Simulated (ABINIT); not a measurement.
MnO:

```
Mn O
1.0
     0.00000    2.22391    2.22391
     2.22391    0.00000    2.22391
     2.22391    2.22391    0.00000
Mn O
1 1
Direct
  0.00000 0.00000 0.00000
  0.50000 0.50000 0.50000
```

The cell is a database's computed one.

* Program: ABINIT 10.8.3 (patched build)
* Task: relaxation of cell and atoms
* Functional: LDA
* Potentials or basis: PseudoDojo NC SR LDA v0.4.1 standard
* Cutoff: 1306 eV
* k mesh: 8 × 8 × 8
* Occupations: fermi-dirac, width 0.05 eV
* Spin: collinear spin, ferromagnetic start
* Starting moments: [4.0, 0.0] μB

At the start: pressure -16.0 GPa; volume 11.00 Å³/atom.

Question: Where does the relaxation end?

Answer: Over 7 steps the energy falls by 90.6 meV/atom and the volume is 9.31 Å³/atom (-15.4 %); space group Fm-3m (No. 225, to 0.05 Å); moment 3.99 μB per cell.

Step by step:
```csv
step,energy change (eV),largest force (eV/Å),pressure (GPa),volume (Å³)
1,0.0000,0.0000,-16.00,22.00
2,-0.0879,0.0000,-10.32,20.94
3,-0.1701,0.0000,-4.79,19.33
4,-0.1759,0.0000,3.98,18.18
5,-0.1811,0.0000,-0.43,18.67
6,-0.1812,0.0000,-0.05,18.62
7,-0.1812,0.0000,0.00,18.62
```

Final structure:
```xyz
2
Lattice="0.0000 2.1036 2.1036 2.1036 0.0000 2.1036 2.1036 2.1036 0.0000" Properties=species:S:1:pos:R:3 pbc="T T T"
Mn    0.0000    0.0000    0.0000
O     2.1036    2.1036    2.1036
```

Caveat: the volume moved by over 15 % at a fixed basis, so the end points are rough; a cell with one magnetic atom can't hold antiferromagnetic order, which such compounds often take.
